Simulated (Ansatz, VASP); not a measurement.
**Li2S: VASP beside Ansatz**

Contents of INCAR:

```
SYSTEM = Li2S
PREC = Accurate
ENCUT = 600
EDIFF = 1E-6
ISMEAR = 0
SIGMA = 0.02
LREAL = .False.
LASPH = .True.
NELM = 60
ALGO = Normal
ISIF = 3
LWAVE = .False.
LCHARG = .False.
GGA = PS
IBRION = 2
NSW = 70
EDIFFG = -0.005
```

File KPOINTS:

```
Automatic mesh
0
Gamma
  8 8 8
  0 0 0
```

POSCAR

```
Li2S
1.0
    0.0000000000      2.8528159674      2.8528159674
    2.8528159674      0.0000000000      2.8528159674
    2.8528159674      2.8528159674      0.0000000000
Li S
2 1
Direct
    0.2500000000      0.2500000000      0.2500000000
    0.7500000000      0.7500000000      0.7500000000
    0.0000000000      0.0000000000      0.0000000000
```

Input for Ansatz:

```yaml
crystal:
  lattice:
    - [0.0, 2.8528159674, 2.8528159674]
    - [2.8528159674, 0.0, 2.8528159674]
    - [2.8528159674, 2.8528159674, 0.0]
  atoms:
    - { symbol: Li, position: [0.25, 0.25, 0.25] }
    - { symbol: Li, position: [0.75, 0.75, 0.75] }
    - { symbol: S, position: [0.0, 0.0, 0.0] }
basis:
  ecutwfc: 420
kpoints:
  mp_grid: { grid: [8, 8, 8] }
hamiltonian:
  xc: pbesol
scf:
  occupations: { method: gaussian, width: 0.02 }
output:
  forces: true
  stress: true
  eigenvalues: true
relax:
  adjacent_minimum: "off"
  f_tol: 0.005
  max_steps: 50
  cell: { stress_tol: 0.05 }
```

Alike in both runs: task relaxation of cell and atoms; functional PBEsol; k mesh 8 × 8 × 8; occupations gaussian, width 0.02 eV; no spin polarisation.

|  | VASP | Ansatz |
| --- | --- | --- |
| version | VASP 6.6.1 | Ansatz 0.2.0 |
| potentials or method | VASP PAW PBE potentials, release 64 (Li_sv, S) | scalar-relativistic, plane waves, PAW |
| plane-wave cutoff (eV) | 600 | 420 |
| valence electrons in the cell | 12 | 12 |

|  | VASP | Ansatz | Ansatz less VASP |
| --- | --- | --- | --- |
| gap on the k mesh at the Fermi level, each at its own relaxed structure (eV) | 3.20 | 3.20 | 0.000 |
| relaxed volume (Å³/atom) | 15.06 | 15.06 | 0.000 |
| relaxed cell length with the largest relative difference (Å) | 3.998 | 3.998 | 0.0000 |
| energy change over the relaxation (meV/atom) | -1 | -1 | +0.1 |

Caveats: the cutoff is under 1.25 times the usual one of these potentials, so pressure, stress and relaxed cells hold a basis-set (Pulay) error (VASP); the PAW data sets were made with another functional, which shifts forces and pressure a little (VASP). A k mesh can miss the band edges.
